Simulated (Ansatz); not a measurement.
# TiTe2: the cost of one run

Computed with Ansatz 0.2.0 (DFT PBE, scalar-relativistic, plane waves, PAW, unless a step's input says otherwise).

1 further run of the same task is left out (set aside as unsound or not needed).

## 1. Starting point

It takes space group P-3m1 (No. 164, trigonal). The conventional cell has a = 3.769 Å, b = 3.769 Å, c = 6.898 Å, α = 90.00°, β = 90.00°, γ = 120.00°. Around Ti (site symmetry -3m) lie 6 Te at 2.78 Å. Around Te (site symmetry 3m) lie 3 Ti at 2.78 Å.

Coordinates:

```
Ti Te
1.0
     3.76903    0.00000    0.00000
    -1.88451    3.26407    0.00000
     0.00000    0.00000    6.89812
Ti Te
1 2
Direct
  0.00000 0.00000 0.00000
  0.66667 0.33333 0.25086
  0.33333 0.66667 0.74914
```

This cell was relaxed beforehand with the same method: volume 28.29 Å³/atom, gap on the mesh none (metal).

## 2. Tight relaxation for the response runs, with the smearing for a metal

Response functions are second derivatives at a minimum, so forces and stress are first brought close to zero on the mesh and occupations that the response runs use.

input.yaml reads:

```yaml
crystal:
  lattice:
    - [3.7690280782, 0.0, 0.0]
    - [-1.8845140391, 3.2640740633, 0.0]
    - [0.0, 0.0, 6.8981171616]
  atoms:
    - { symbol: Ti, position: [0.0, 0.0, 0.0] }
    - { symbol: Te, position: [0.6666666667, 0.3333333333, 0.2508568297] }
    - { symbol: Te, position: [0.3333333333, 0.6666666667, 0.7491431703] }
basis:
  ecutwfc: 420
kpoints:
  mp_grid: { grid: [12, 12, 8] }
hamiltonian:
  xc: pbe
scf:
  occupations: { method: fermi_dirac, width: 0.15 }
output:
  forces: true
  stress: true
  eigenvalues: true
relax:
  adjacent_minimum: "off"
  f_tol: 0.001
  max_steps: 60
  cell: { stress_tol: 0.01 }
```

Run with:

```console
$ ansatz run input.yaml --threads 1 --pin off --max-ram 3072MiB --backend cpu --events-out ev --progress --plain --runs-dir out
```

Q: Estimate wall time and peak memory on 1 thread of Intel Xeon Platinum 8259CL at 2.50GHz (Skylake/Cascade Lake), shared host.

About 2.2 min, with a peak of 0.6 GiB.
